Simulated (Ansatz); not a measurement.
# CuI, space group Cmcm: a comparison of functionals at one structure

Computed with Ansatz 0.2.0 through its Python package.

Script `cui_xc.py`:
```python
import warnings

import ansatz as az


def main() -> None:
    warnings.simplefilter('ignore', az.DeckWarning)

    cell = (
        az.Lattice.from_parameters(5.263906, 5.263906, 4.306998, alpha=90.0, beta=90.0, gamma=89.6601)
        .atom('Cu', [0.420439, 0.579561, 0.75])
        .atom('Cu', [0.579561, 0.420439, 0.25])
        .atom('I', [0.770043, 0.229957, 0.75])
        .atom('I', [0.229957, 0.770043, 0.25])
    )

    model = (
        cell.calculation()
        .pseudopotentials('paw')
        .basis(420)
        .kpoints(mesh=(4, 4, 4))
        .occupations('methfessel_paxton', width=0.01)
    )

    rows = []
    for value in ['lda', 'blyp', 'pbesol']:
        r = model.functional(value).run().report
        rows.append((value, r['free_energy_ev'] / len(r['lattice']['sites']), r['n_iterations'], r['n_kpoints']))

    print('  functional   F/atom (eV)    iterations      k-points')
    for row in rows:
        print(f'{str(row[0]):>12s}  {row[1]:12.5f}  {row[2]:12d}  {row[3]:12d}')


if __name__ == '__main__':
    main()
```

```console
$ python cui_xc.py
  functional   F/atom (eV)    iterations      k-points
         lda   -6955.77703             8            21
        blyp   -7082.58340             9            21
      pbesol   -7010.56531             8            21
```

Without a Hubbard U or exact exchange, semilocal functionals often make such 3d compounds metallic or too weakly gapped. This cell is a computed structure, which may not be the phase found in nature. Total energies of different functionals can't be compared; pressures, moments and gaps at this one structure can. Finished in 17 s on 1 thread of Arm Neoverse V1, with other jobs on the host, peak memory 0.45 GiB.
